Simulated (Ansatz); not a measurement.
# 120-atom supercell of beta-gallia Ga2O3

What do PBEsol, HSE06 and r²SCAN give for the perfect crystal in this cell, and at what cost?

Method: density functional theory in Ansatz 0.2.0, PAW datasets, plane waves.

### 1 The starting cell

120 atoms (48 Ga, 72 O); a = 12.277 Å, b = 9.142 Å, c = 11.621 Å, α = 90.00°, β = 103.72°, γ = 90.00°.

Plan of the steps: (2) PBEsol cell relaxation at the single k point (¼, ¼, ¼), on 1 × NVIDIA GB300 Max-Q with 8 threads of Arm Neoverse-V2; (3) HSE06 single point at the Γ point alone, on 1 × NVIDIA GB300 Max-Q with 8 threads of Arm Neoverse-V2; (4) r²SCAN single point at the Γ point alone, on 1 × NVIDIA GB300 Max-Q with 8 threads of Arm Neoverse-V2.

### 2 PBEsol relaxation of the cell and the positions

in.yaml reads:

```yaml
crystal:
  lattice:
    - [12.277475, 0.000000, 0.000875]
    - [0.000000, 9.141769, 0.000000]
    - [-2.757181, 0.000000, 11.289146]
  atoms:
    - { symbol: Ga, position: [0.409519, 0.166667, 0.102359] }
    - { symbol: Ga, position: [0.409519, 0.166667, 0.602359] }
    - { symbol: Ga, position: [0.409519, 0.500000, 0.102359] }
    - { symbol: Ga, position: [0.409519, 0.500000, 0.602359] }
    - { symbol: Ga, position: [0.409519, 0.833333, 0.102359] }
    - { symbol: Ga, position: [0.409519, 0.833333, 0.602359] }
    - { symbol: Ga, position: [0.158769, 0.166667, 0.157225] }
    - { symbol: Ga, position: [0.158769, 0.166667, 0.657225] }
    - { symbol: Ga, position: [0.158769, 0.500000, 0.157225] }
    - { symbol: Ga, position: [0.158769, 0.500000, 0.657225] }
    - { symbol: Ga, position: [0.158769, 0.833333, 0.157225] }
    - { symbol: Ga, position: [0.158769, 0.833333, 0.657225] }
    - { symbol: Ga, position: [0.090481, 0.000000, 0.397641] }
    - { symbol: Ga, position: [0.090481, 0.000000, 0.897641] }
    - { symbol: Ga, position: [0.090481, 0.333333, 0.397641] }
    - { symbol: Ga, position: [0.090481, 0.333333, 0.897641] }
    - { symbol: Ga, position: [0.090481, 0.666667, 0.397641] }
    - { symbol: Ga, position: [0.090481, 0.666667, 0.897641] }
    - { symbol: Ga, position: [0.909519, 0.000000, 0.102359] }
    - { symbol: Ga, position: [0.909519, 0.000000, 0.602359] }
    - { symbol: Ga, position: [0.909519, 0.333333, 0.102359] }
    - { symbol: Ga, position: [0.909519, 0.333333, 0.602359] }
    - { symbol: Ga, position: [0.909519, 0.666667, 0.102359] }
    - { symbol: Ga, position: [0.909519, 0.666667, 0.602359] }
    - { symbol: Ga, position: [0.658769, 0.000000, 0.157225] }
    - { symbol: Ga, position: [0.658769, 0.000000, 0.657225] }
    - { symbol: Ga, position: [0.658769, 0.333333, 0.157225] }
    - { symbol: Ga, position: [0.658769, 0.333333, 0.657225] }
    - { symbol: Ga, position: [0.658769, 0.666667, 0.157225] }
    - { symbol: Ga, position: [0.658769, 0.666667, 0.657225] }
    - { symbol: Ga, position: [0.341231, 0.000000, 0.342775] }
    - { symbol: Ga, position: [0.341231, 0.000000, 0.842775] }
    - { symbol: Ga, position: [0.341231, 0.333333, 0.342775] }
    - { symbol: Ga, position: [0.341231, 0.333333, 0.842775] }
    - { symbol: Ga, position: [0.341231, 0.666667, 0.342775] }
    - { symbol: Ga, position: [0.341231, 0.666667, 0.842775] }
    - { symbol: Ga, position: [0.590481, 0.166667, 0.397641] }
    - { symbol: Ga, position: [0.590481, 0.166667, 0.897641] }
    - { symbol: Ga, position: [0.590481, 0.500000, 0.397641] }
    - { symbol: Ga, position: [0.590481, 0.500000, 0.897641] }
    - { symbol: Ga, position: [0.590481, 0.833333, 0.397641] }
    - { symbol: Ga, position: [0.590481, 0.833333, 0.897641] }
    - { symbol: Ga, position: [0.841231, 0.166667, 0.342775] }
    - { symbol: Ga, position: [0.841231, 0.166667, 0.842775] }
    - { symbol: Ga, position: [0.841231, 0.500000, 0.342775] }
    - { symbol: Ga, position: [0.841231, 0.500000, 0.842775] }
    - { symbol: Ga, position: [0.841231, 0.833333, 0.342775] }
    - { symbol: Ga, position: [0.841231, 0.833333, 0.842775] }
    - { symbol: O, position: [0.334742, 0.166667, 0.445235] }
    - { symbol: O, position: [0.334742, 0.166667, 0.945235] }
    - { symbol: O, position: [0.334742, 0.500000, 0.445235] }
    - { symbol: O, position: [0.334742, 0.500000, 0.945235] }
    - { symbol: O, position: [0.334742, 0.833333, 0.445235] }
    - { symbol: O, position: [0.334742, 0.833333, 0.945235] }
    - { symbol: O, position: [0.326766, 0.166667, 0.218614] }
    - { symbol: O, position: [0.326766, 0.166667, 0.718614] }
    - { symbol: O, position: [0.326766, 0.500000, 0.218614] }
    - { symbol: O, position: [0.326766, 0.500000, 0.718614] }
    - { symbol: O, position: [0.326766, 0.833333, 0.218614] }
    - { symbol: O, position: [0.326766, 0.833333, 0.718614] }
    - { symbol: O, position: [0.003724, 0.166667, 0.372015] }
    - { symbol: O, position: [0.003724, 0.166667, 0.872015] }
    - { symbol: O, position: [0.003724, 0.500000, 0.372015] }
    - { symbol: O, position: [0.003724, 0.500000, 0.872015] }
    - { symbol: O, position: [0.003724, 0.833333, 0.372015] }
    - { symbol: O, position: [0.003724, 0.833333, 0.872015] }
    - { symbol: O, position: [0.165258, 0.000000, 0.054765] }
    - { symbol: O, position: [0.165258, 0.000000, 0.554765] }
    - { symbol: O, position: [0.165258, 0.333333, 0.054765] }
    - { symbol: O, position: [0.165258, 0.333333, 0.554765] }
    - { symbol: O, position: [0.165258, 0.666667, 0.054765] }
    - { symbol: O, position: [0.165258, 0.666667, 0.554765] }
    - { symbol: O, position: [0.834742, 0.000000, 0.445235] }
    - { symbol: O, position: [0.834742, 0.000000, 0.945235] }
    - { symbol: O, position: [0.834742, 0.333333, 0.445235] }
    - { symbol: O, position: [0.834742, 0.333333, 0.945235] }
    - { symbol: O, position: [0.834742, 0.666667, 0.445235] }
    - { symbol: O, position: [0.834742, 0.666667, 0.945235] }
    - { symbol: O, position: [0.173234, 0.000000, 0.281386] }
    - { symbol: O, position: [0.173234, 0.000000, 0.781386] }
    - { symbol: O, position: [0.173234, 0.333333, 0.281386] }
    - { symbol: O, position: [0.173234, 0.333333, 0.781386] }
    - { symbol: O, position: [0.173234, 0.666667, 0.281386] }
    - { symbol: O, position: [0.173234, 0.666667, 0.781386] }
    - { symbol: O, position: [0.826766, 0.000000, 0.218614] }
    - { symbol: O, position: [0.826766, 0.000000, 0.718614] }
    - { symbol: O, position: [0.826766, 0.333333, 0.218614] }
    - { symbol: O, position: [0.826766, 0.333333, 0.718614] }
    - { symbol: O, position: [0.826766, 0.666667, 0.218614] }
    - { symbol: O, position: [0.826766, 0.666667, 0.718614] }
    - { symbol: O, position: [0.496276, 0.000000, 0.127985] }
    - { symbol: O, position: [0.496276, 0.000000, 0.627985] }
    - { symbol: O, position: [0.496276, 0.333333, 0.127985] }
    - { symbol: O, position: [0.496276, 0.333333, 0.627985] }
    - { symbol: O, position: [0.496276, 0.666667, 0.127985] }
    - { symbol: O, position: [0.496276, 0.666667, 0.627985] }
    - { symbol: O, position: [0.503724, 0.000000, 0.372015] }
    - { symbol: O, position: [0.503724, 0.000000, 0.872015] }
    - { symbol: O, position: [0.503724, 0.333333, 0.372015] }
    - { symbol: O, position: [0.503724, 0.333333, 0.872015] }
    - { symbol: O, position: [0.503724, 0.666667, 0.372015] }
    - { symbol: O, position: [0.503724, 0.666667, 0.872015] }
    - { symbol: O, position: [0.665258, 0.166667, 0.054765] }
    - { symbol: O, position: [0.665258, 0.166667, 0.554765] }
    - { symbol: O, position: [0.665258, 0.500000, 0.054765] }
    - { symbol: O, position: [0.665258, 0.500000, 0.554765] }
    - { symbol: O, position: [0.665258, 0.833333, 0.054765] }
    - { symbol: O, position: [0.665258, 0.833333, 0.554765] }
    - { symbol: O, position: [0.673234, 0.166667, 0.281386] }
    - { symbol: O, position: [0.673234, 0.166667, 0.781386] }
    - { symbol: O, position: [0.673234, 0.500000, 0.281386] }
    - { symbol: O, position: [0.673234, 0.500000, 0.781386] }
    - { symbol: O, position: [0.673234, 0.833333, 0.281386] }
    - { symbol: O, position: [0.673234, 0.833333, 0.781386] }
    - { symbol: O, position: [0.996276, 0.166667, 0.127985] }
    - { symbol: O, position: [0.996276, 0.166667, 0.627985] }
    - { symbol: O, position: [0.996276, 0.500000, 0.127985] }
    - { symbol: O, position: [0.996276, 0.500000, 0.627985] }
    - { symbol: O, position: [0.996276, 0.833333, 0.127985] }
    - { symbol: O, position: [0.996276, 0.833333, 0.627985] }
  symmetry: { detect: false }
kpoints:
  mp_grid: { grid: [1, 1, 1], shift: [0.25, 0.25, 0.25] }
hamiltonian:
  xc: pbesol
scf:
  occupations: { method: fermi_dirac, width: 0.01 }
relax:
  f_tol: 0.03
  max_steps: 80
  escape_saddle: false
  adjacent_minimum: "off"
  cell: { fix: [alpha, beta, gamma] }
output:
  forces: true
  eigenvalues: true
  populations: true
```

After this run come: HSE06 single point; r²SCAN single point.

What does the calculation give? Wanted: for each run, top filled to lowest empty; energy; pressure.

As calculated:

| level | time | k points | top filled to lowest empty (eV) | energy (eV/atom) | pressure (GPa) |
| --- | --- | --- | --- | --- | --- |
| PBEsol, relaxation | 11 s (GPU) | (¼, ¼, ¼) | 3.18 | -1834.1830 | 0.01 |
| HSE06 | 98 s (GPU) | Γ | 4.15 | -1854.1320 | - |
| r²SCAN | 9 s (GPU) | Γ | 2.97 | -1857.7709 | - |

| quantity | value |
| --- | --- |
| relaxation | 2 recorded steps, 0.00 eV gained |
| largest shift | 0.00 Å |
| relaxed cell | a = 12.277 Å, b = 9.142 Å, c = 11.621 Å, α = 90.00°, β = 103.72°, γ = 90.00° |

The atoms kept their fractional positions, and energy and volume hardly changed. At the same k points, r²SCAN gives a spacing 1.17 eV smaller than the 4.15 eV of HSE06. The relaxation ran on other k points, so part of any difference from the later rows can come from the mesh. The price of HSE06 is about 11 times the time of r²SCAN here. With one k point the spacing samples only the states that fold onto it, so it can exceed the gap over the zone.
